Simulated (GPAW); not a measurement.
## Ta2N in GPAW: convergence with plane-wave cutoff (eV)

Crystal: Ta2N.

```
Ta N
1.0
     3.11286    0.00000    0.00000
    -1.55643    2.69582    0.00000
     0.00000    0.00000    4.86984
Ta N
2 1
Direct
  0.33333 0.66667 0.25471
  0.66667 0.33333 0.74529
  0.00000 0.00000 0.00000
```

The cell comes from a database or a generator and needn't be the stable form of this composition.

| Item | Value |
| --- | --- |
| Program | GPAW 26.7.0 |
| Task | convergence study |
| Functional | PBE |
| Potentials or basis | GPAW PAW data sets (gpaw-data 1.2.1) |
| Cutoff | 300 eV |
| Basis | pw |
| k mesh | 6 × 6 × 4 |
| Occupations | fermi-dirac, width 0.05 eV |
| Spin | no spin polarisation |

These are the settings of the first run; the series varies plane-wave cutoff (eV), with any setting tied to it.

Hardware: 1 thread of Intel(R) Xeon(R) Platinum 8488C (Sapphire Rapids) (shared host).

```csv
plane-wave cutoff (eV),"energy less the tightest run, at zero smearing (meV/atom)",pressure (GPa),largest force (eV/Å),SCF cycles,CPU time (s),peak memory (GiB)
300,1778.69,-38.30,0.100,10,6.6,0.14
350,1075.99,-29.51,0.104,10,7.8,0.14
400,628.31,-21.12,0.150,10,8.6,0.15
500,200.82,-9.68,0.207,10,15,0.16
600,58.19,-4.09,0.220,10,15,0.17
700,15.24,-1.79,0.225,10,16,0.18
800,3.86,-0.98,0.226,10,21,0.19
1000,0.48,-0.68,0.226,10,27,0.23
1200,0.00,-0.68,0.226,10,29,0.25
```

Against the tightest run, the energy stays within 1 meV/atom from 1000 on; the pressure stays within 0.1 GPa from 1000 on; the largest force stays within 0.005 eV/Å from 700 on. The tightest run that finished is the yardstick and may itself not be fully converged.

Caveat, for the tightest run too: the k mesh is coarse (spacing up to 0.39 Å⁻¹), so the values aren't converged. Spin-orbit coupling is left out, which matters for the levels of Ta.
